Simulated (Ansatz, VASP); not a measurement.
## BN in VASP and in Ansatz

```
B N
1.0
     4.29000    0.00000    0.00000
     0.00000    4.29000    0.00000
     0.00000    0.00000    2.85510
B N
4 4
Cartesian
  0.7477 3.5423 1.4276
  1.3973 1.3973 0.0000
  2.8927 2.8927 0.0000
  3.5423 0.7477 1.4276
  3.4861 3.4861 1.4276
  1.3411 2.9489 0.0000
  2.9489 1.3411 0.0000
  0.8039 0.8039 1.4276
```

Alike in both runs: task single point; functional PBE; k mesh 6 × 6 × 10; occupations gaussian, width 0.05 eV; no spin polarisation.

|  | VASP | Ansatz |
| --- | --- | --- |
| version | VASP 6.6.1 | Ansatz 0.2.0 |
| potentials or method | VASP PAW PBE potentials, release 64 (B, N) | scalar-relativistic, plane waves, PAW |
| plane-wave cutoff (eV) | 520 | 520 |
| valence electrons in the cell | 32 | 32 |

Ansatz gave:

* gap on the k mesh at the Fermi level (eV): 3.50
* least direct gap on the mesh (eV): 3.50
* pressure (GPa): -14.0
* largest component of the traceless stress (GPa): 63.54
* rms of the force components (eV/Å): 0.448

Task: Which values does VASP return?

Result: gap on the k mesh at the Fermi level (eV): 3.50; least direct gap on the mesh (eV): 3.50; pressure (GPa): -13.7; largest component of the traceless stress (GPa): 63.98; rms of the force components (eV/Å): 0.466.

Atom by atom the forces differ by 0.024 eV/Å (rms over components).

Caveats: forces of over 1 eV/Å show positions far from the minimum, so gaps and moduli don't describe the material at rest. A k mesh can miss the band edges. A hybrid or GW would open this gap; PBE tends to underestimate it.
